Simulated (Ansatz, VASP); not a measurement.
**RbBr3 in VASP and in Ansatz**

```
Rb Br
1.0
     0.00000    4.10307    4.10307
     4.10307    0.00000    4.10307
     4.10307    4.10307    0.00000
Rb Br
1 3
Direct
  0.00000 0.00000 0.00000
  0.25000 0.25000 0.25000
  0.75000 0.75000 0.75000
  0.50000 0.50000 0.50000
```

Change from the starting cell: species swapped into the Tc3Ge type (Fm-3m, No. 225).

Alike in both runs: functional PBE; k mesh 10 × 10 × 10; occupations gaussian, width 0.1 eV; no spin polarisation.

Ansatz relaxed the structure, and its values are those at the end. VASP's run is a single point on that final structure, the one shown.

```csv
,VASP,Ansatz
version,VASP 6.6.1,Ansatz 0.2.0
potentials or method,"VASP PAW PBE potentials, release 64 (Rb_sv, Br)","scalar-relativistic, plane waves, PAW"
plane-wave cutoff (eV),520,420
valence electrons in the cell,30,30
```

Ansatz gave:

```
gap on the k mesh at the Fermi level (eV) : none
pressure (GPa)                            : 0.0
```

Problem. Which values does VASP return?

Solution. gap on the k mesh at the Fermi level (eV): none; pressure (GPa): 0.1.

A gap of «none» marks a metal or a gap that the smearing closes.
